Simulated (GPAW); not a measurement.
A run of GPAW 26.7.0 is set up as follows.

File run.py:

```python
from ase import Atoms
from ase.dft.bandgap import bandgap
from ase.io import write
from ase.units import GPa
from gpaw import GPAW, PW

atoms = Atoms(['W', 'S', 'S'],
              cell=[[3.1835163552, 0.0, 0.0],
                    [-1.5917581776, 2.7570060369, 0.0],
                    [0.0, 0.0, 16.95057789]],
              scaled_positions=[[0.0, 0.0, 0.0],
                                [0.3333333333, 0.6666666667, 0.09200051],
                                [0.3333333333, 0.6666666667, 0.90799949]],
              pbc=True)

calc = GPAW(mode=PW(450),
            xc='LDA',
            kpts={'size': (8, 8, 2), 'gamma': True},
            occupations={'name': 'fermi-dirac', 'width': 0.05},
            nbands=25,
            maxiter=120,
            txt='gpaw.txt')
atoms.calc = calc
energy = atoms.get_potential_energy()
forces = atoms.get_forces()
stress = atoms.get_stress()
calc.write('gs.gpw')
write('result.traj', atoms)
print(f'Energy: {energy:.6f} eV')
print('Forces (eV/A):')
print(forces.round(4))
print('Stress (GPa):', (stress / GPa).round(3))
print('Fermi level:', round(calc.get_fermi_level(), 4), 'eV')
print(f'Gap: {bandgap(calc)[0]:.4f} eV, direct: {bandgap(calc, direct=True)[0]:.4f} eV')
```

Potentials or basis: the program's PAW data sets (release 1.2.1) made for this functional, pw.

The run is started by

```sh
$ OMP_NUM_THREADS=1 python run.py
```

Question: Estimate the band gap on the k mesh.

Answer: 2.04 eV, indirect (least direct gap 2.23 eV).

Question: Estimate the largest force.

Answer: 0.453 eV/Å.

Forces in eV/Å, atoms in the order of the input:
```
W    0.000  0.000  0.000
S    0.000  0.000 -0.453
S    0.000  0.000  0.453
```

Caveat: the cutoff is short for stress and forces, so pressures can be off by a GPa or more; spin-orbit coupling is left out, which moves the levels of the heavy elements.
